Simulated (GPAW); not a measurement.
# Se: optical spectrum from first principles

Wanted: where Se starts to absorb, how strongly, and its refractive index.

Method: DFT, PBE, plane-wave PAW (GPAW data sets), scalar-relativistic, RPA, optical limit, in GPAW 26.7.0.

This is a report of a sequence of runs, with most program output left out.

## (1) The structure

It takes space group P3_221 (No. 154, trigonal). The conventional cell has a = 4.355 Å, b = 4.355 Å, c = 4.949 Å, α = 90.00°, β = 90.00°, γ = 120.00°. Nearest to Se lie 2 Se at 2.32 Å.

## (2) Ground state

First the ground state: is it a metal or has it a gap?

This step: DFT, PBE, plane-wave PAW (GPAW data sets), scalar-relativistic, ground state (GPAW 26.7.0).

Input file gs.py:

```python
from ase import Atoms
from ase.dft.bandgap import bandgap
from gpaw import GPAW, PW, FermiDirac

atoms = Atoms(['Se', 'Se', 'Se'],
              cell=[[4.355170000000, 0.000000000000, 0.000000000000],
                    [-2.177585000000, 3.771687857800, 0.000000000000],
                    [0.000000000000, 0.000000000000, 4.949450000000]],
              scaled_positions=[[0.783000000000, 0.783000000000, 0.500000000000],
                                [0.000000000000, 0.217000000000, 0.833333333333],
                                [0.217000000000, 0.000000000000, 0.166666666667]],
              pbc=[True, True, True])
atoms.calc = GPAW(mode=PW(450), xc='PBE', kpts={'size': (6, 6, 5), 'gamma': True},
                  occupations=FermiDirac(0.05), maxiter=150, txt='gs.txt')
print('energy (eV)', atoms.get_potential_energy())
print('Fermi level (eV)', atoms.calc.get_fermi_level())
print('valence electrons', atoms.calc.get_number_of_electrons())
print('gap (eV)', bandgap(atoms.calc, output=None)[0])
print('direct gap (eV)', bandgap(atoms.calc, direct=True, output=None)[0])
atoms.calc.write('gs.gpw')
```

On the command line:

```
$ OMP_NUM_THREADS=1 python gs.py
```

Wall time 16 s (1 thread of Arm Neoverse V2, shared host); peak memory 0.17 GiB.

This step gave:

- energy: -10.32 eV
- Fermi energy: 5.198 eV
- gap on the k-mesh: 1.440 eV
- direct gap on the mesh: 1.460 eV
- electrons: 18

There is a gap, 1.44 eV on this mesh (points off the mesh can give less), so no carriers' term is needed.

## (3) Bands for the response

The response needs many more empty bands than the density does.

This step: DFT, PBE, plane-wave PAW (GPAW data sets), scalar-relativistic, bands at fixed density (GPAW 26.7.0).

Input file nscf.py:

```python
from ase.dft.bandgap import bandgap
from gpaw import GPAW, FermiDirac

calc = GPAW('gs.gpw').fixed_density(kpts={'size': (12, 12, 12), 'gamma': True}, nbands=54, convergence={'bands': 48},
                                    occupations=FermiDirac(0.001), txt='nscf.txt')
print('gap (eV)', bandgap(calc, output=None)[0])
print('direct gap (eV)', bandgap(calc, direct=True, output=None)[0])
print('top band over the Fermi level (eV)', min(calc.get_eigenvalues(kpt=k)[47] for k in range(len(calc.get_ibz_k_points()))) - calc.get_fermi_level())
calc.write('full.gpw', mode='all')
```

On the command line:

```
$ OMP_NUM_THREADS=1 python nscf.py
```

Wall time 15 min (1 thread); peak memory 1 GiB.

This step gave:

```
gap on the k-mesh      : 0.9629 eV
direct gap on the mesh : 1.187 eV
```

## (4) Dielectric function, RPA

Local fields let the induced charge screen the field inside the cell, which as a rule lowers ε, most along directions where the density is uneven.

This step: DFT, PBE, plane-wave PAW (GPAW data sets), scalar-relativistic, RPA, optical limit (GPAW 26.7.0).

Input file df.py:

```python
from gpaw.response.df import DielectricFunction

df = DielectricFunction('full.gpw', frequencies={'type': 'nonlinear', 'domega0': 0.03, 'omega2': 8},
                        ecut=50,
                        eta=0.2,
                        nbands=48,
                        txt='df.txt')
for direction in ['x', 'z']:
    df.get_dielectric_function(xc='RPA', direction=direction, filename=f'df_{direction}.csv')
```

On the command line:

```
$ OMP_NUM_THREADS=1 python df.py
```

Elapsed: 90 s, on 1 thread; peak memory 0.35 GiB.

Numbers from this step:

| Quantity | Value |
| --- | --- |
| electronic dielectric constant ε∞, mean over x, y and z (by symmetry where fewer were run) | 9.629 |

Some rows of df_x.csv (energy; Re and Im without local fields; Re and Im with them):

```text
0.000000, 9.429405, -0.000000, 7.860605, -0.000000
0.555532, 9.779289, 0.298037, 8.164219, 0.259506
1.143969, 11.197349, 1.752609, 9.396712, 1.544879
1.768324, 9.621874, 3.988685, 7.940583, 3.555047
2.431988, 10.650032, 5.268706, 8.676761, 4.636197
3.138794, 6.685253, 9.380243, 4.880125, 7.932930
3.893091, 2.542004, 8.104264, 1.452300, 6.528743
4.699832, 0.702721, 5.056692, -0.033688, 3.838608
5.564682, 2.032834, 3.797776, 0.992716, 2.349471
6.494155, 2.851141, 3.840483, 2.011815, 1.699120
7.495775, 2.553789, 4.833312, 2.699678, 2.247563
8.578281, 0.731169, 5.180678, 1.910861, 3.061228
9.751884, -0.464621, 4.335536, 1.972957, 3.664516
11.028587, -1.244870, 3.568490, 0.422280, 3.477161
12.422601, -1.456394, 2.150697, -0.347374, 2.638442
13.950874, -0.948703, 1.134027, -0.535800, 1.574753
15.633783, -0.493081, 0.850626, -0.191741, 0.982911
17.496047, -0.216598, 0.530539, 0.062642, 0.645920
19.567954, 0.015805, 0.330865, 0.190936, 0.562198
21.887015, 0.193944, 0.214293, 0.299909, 0.416488
24.500258, 0.370292, 0.138688, 0.432381, 0.289106
```

Sum at mesh points, not converged in k; values under the direct gap are tails of Lorentzian lines. Table of Im ε by photon energy; read off at these points:

```csv
photon energy (eV),E ∥ x,E ∥ z
0.00,0,0
0.50,0.224,0.317
1.00,0.919,0.973
1.50,3.44,4.03
2.00,3.73,6.56
2.50,5.22,13.6
3.00,7.89,21.6
3.10,7.94,22.0
3.14,7.93,22.0
3.50,7.34,18.5
4.00,6.23,12.2
4.50,4.59,6.97
5.00,2.81,4.33
5.50,2.39,4.14
6.00,1.75,3.77
6.50,1.70,4.73
7.00,1.97,5.83
7.50,2.25,7.02
8.00,2.90,5.89
8.50,3.10,4.67
9.00,2.83,3.69
9.50,3.17,2.40
10.00,3.89,1.42
10.50,3.36,1.34
11.00,3.49,1.32
11.50,3.14,1.26
12.00,2.80,1.05
12.50,2.59,0.899
13.00,2.20,0.792
13.50,1.78,0.731
14.00,1.55,0.708
14.50,1.25,0.578
15.00,1.09,0.521
15.50,0.996,0.500
16.00,0.909,0.475
16.50,0.805,0.478
17.00,0.712,0.463
17.50,0.645,0.421
18.00,0.619,0.417
18.50,0.642,0.434
19.00,0.632,0.426
19.50,0.575,0.397
20.00,0.551,0.414
20.50,0.486,0.370
21.00,0.446,0.336
21.50,0.430,0.308
22.00,0.404,0.271
22.50,0.363,0.250
23.00,0.323,0.235
23.50,0.311,0.220
24.00,0.300,0.206
24.50,0.289,0.193
```

Sum at mesh points, not converged in k. Reflectivity at normal incidence against photon energy; read off at these points:

```csv
photon energy (eV),E ∥ x (%),E ∥ z (%)
0.00,22.5,32.2
0.50,23.1,32.8
1.00,25.3,34.6
1.50,26.7,37.5
2.00,25.3,39.6
2.50,29.0,44.9
3.00,31.8,50.2
3.18,31.9,51.8
3.50,31.2,52.9
4.00,31.0,55.3
4.50,29.0,50.9
5.00,20.6,40.2
5.50,14.6,28.3
6.00,9.30,23.8
6.50,8.78,23.8
7.00,10.5,29.9
7.50,12.3,35.6
8.00,15.2,43.0
8.50,16.3,45.0
9.00,15.1,48.4
9.50,16.5,56.6
9.82,19.9,59.1
10.00,21.5,57.3
10.50,20.4,47.0
11.00,23.1,42.6
11.50,24.1,40.1
12.00,24.9,42.3
12.50,26.4,40.5
13.00,28.6,37.8
13.17,28.9,36.5
13.50,28.3,34.0
14.00,28.0,33.2
14.50,28.2,32.2
15.00,25.2,28.3
15.50,22.7,23.3
16.00,22.5,20.1
16.50,20.1,16.4
17.00,19.0,15.8
17.50,16.0,13.5
18.00,12.9,11.2
18.50,11.8,10.3
19.00,11.6,9.78
19.50,12.1,9.10
20.00,10.8,8.73
20.50,10.8,8.99
21.00,9.70,8.51
21.50,8.37,7.73
22.00,8.48,7.29
22.50,7.58,6.01
23.00,6.69,5.42
23.50,5.64,4.79
24.00,5.14,4.35
24.50,4.82,3.85
```

Sum at mesh points, not converged in k; values under the direct gap are tails of Lorentzian lines. The loss function −Im 1/ε at q → 0 by energy loss; read off at these points:

```
energy loss (eV)    E ∥ x    E ∥ z
            0.00        0        0
            0.50  0.00341  0.00173
            1.00   0.0111  0.00438
            1.50   0.0385   0.0139
            2.00   0.0504   0.0190
            2.50   0.0503   0.0258
            3.00   0.0820   0.0376
            3.50    0.116   0.0540
            4.00    0.155   0.0709
            4.50    0.218    0.112
            5.00    0.350    0.198
            5.50    0.358    0.241
            5.87    0.392    0.250
            6.00    0.368    0.259
            6.50    0.244    0.180
            7.00    0.215    0.166
            7.50    0.182    0.142
            8.00    0.201    0.151
            8.50    0.228    0.168
            9.00    0.248    0.177
            9.50    0.214    0.171
           10.00    0.229    0.231
           10.50    0.277    0.369
           11.00    0.282    0.436
           11.50    0.318    0.495
           12.00    0.355    0.535
           12.50    0.377    0.659
           13.00    0.421    0.820
           13.50    0.507     1.01
           14.00    0.575     1.07
           14.50    0.696     1.38
           15.00    0.843     1.73
           15.50    0.961     1.96
           16.00     1.06     2.10
           16.50     1.23     2.03
           17.00     1.40     2.06
           17.28     1.50     2.12
           17.50     1.53     2.07
           17.72     1.56     1.98
           18.00     1.51     1.88
           18.50     1.42     1.75
           19.00     1.43     1.71
           19.50     1.58     1.68
           20.00     1.55     1.61
           20.44     1.69     1.71
           20.50     1.68     1.70
           21.00     1.66     1.67
           21.50     1.54     1.56
           22.00     1.59     1.47
           22.50     1.51     1.22
           23.00     1.39     1.10
           23.50     1.22    0.967
           24.00     1.13    0.865
           24.50     1.07    0.761
```

Sum at mesh points, not converged in k; values under the direct gap are tails of Lorentzian lines. The Im ε, E ∥ x by photon energy; read off at these points:

| photon energy (eV) | without local fields | with local fields |
| --- | --- | --- |
| 0.0 | 0 | 0 |
| 1.0 | 1.04 | 0.919 |
| 2.0 | 4.18 | 3.73 |
| 3.0 | 9.14 | 7.89 |
| 3.2 | 9.41 | 7.91 |
| 4.0 | 7.79 | 6.23 |
| 5.0 | 3.98 | 2.81 |
| 6.0 | 3.49 | 1.75 |
| 7.0 | 4.37 | 1.97 |
| 8.0 | 5.39 | 2.90 |
| 9.0 | 4.96 | 2.83 |
| 10.0 | 4.02 | 3.89 |
| 11.0 | 3.61 | 3.49 |
| 12.0 | 2.57 | 2.80 |
| 13.0 | 1.62 | 2.20 |
| 14.0 | 1.11 | 1.55 |
| 15.0 | 0.900 | 1.09 |
| 16.0 | 0.748 | 0.909 |
| 17.0 | 0.579 | 0.712 |
| 18.0 | 0.506 | 0.619 |
| 19.0 | 0.386 | 0.632 |
| 20.0 | 0.324 | 0.551 |
| 21.0 | 0.264 | 0.446 |
| 22.0 | 0.206 | 0.404 |
| 23.0 | 0.173 | 0.323 |
| 24.0 | 0.153 | 0.300 |

Optical constants at common wavelengths, from n + ik = √ε:

```csv
wavelength (nm),n x,k x,R (%) x,1/α x,n z,k z,R (%) z,1/α z
1550,2.93,0.084,24.1,1.5 µm,3.76,0.082,33.7,1.5 µm
800,2.99,0.600,26.5,106 nm,4.08,0.532,37.5,120 nm
633,2.87,0.647,25.4,78 nm,4.23,0.740,39.3,68 nm
532,2.97,0.682,26.8,62 nm,4.49,1.165,43.0,36 nm
450,3.00,1.187,31.0,30 nm,4.44,2.061,47.5,17 nm
405,2.74,1.449,31.9,22 nm,4.02,2.724,50.7,12 nm
308,1.91,1.611,30.9,15 nm,1.97,2.973,55.3,8.2 nm
```

Below the direct gap, k and the depth come from the tails of the Lorentzian lines, not from transitions.

Rows near the edge hang on the gap, which this functional as a rule makes too small, and phonon-assisted absorption is left out.

## (5) Results

- electronic dielectric constant ε∞, mean over x, y and z (by symmetry where fewer were run) (RPA): 9.63

At this level (PBE, RPA) Se has a mean ε∞ = 9.63 and n = 2.93 at 1550 nm (E ∥ x). On the mesh the gap is 0.96 eV and the least direct gap 1.19 eV, so on this mesh the band edges lie at different points. Local fields change the static value along x from 9.43 to 7.86 (-17 %). The static values by axis are 7.86 (x), 13.16 (z). Excitons and phonon-assisted transitions are missing; PBE gaps are as a rule too small, which pulls the onset down and ε∞ up. The sum runs over mesh points 0.14 Å⁻¹ apart with no interpolation, so peaks are partly noise of the mesh; over so small a direct gap single mesh points weigh heavily, so ε∞, n and their changes from run to run can be far off. Besides steps told in other documents, this task had 1 run with a known fault of program or setting; those not told in a step above aren't shown.

[Machine, clock and banner lines and Python warnings are left out of the logs.]

[Logs are printed without paths, hosts, clocks, repeated set-up lines and the standing remarks that a program may print on its own settings, such as how far it seeks lower states.]

[Hosts, paths, dates, database ids (printed as entryN), source tags and the programs' standing remarks are cut or masked in the printed files.]
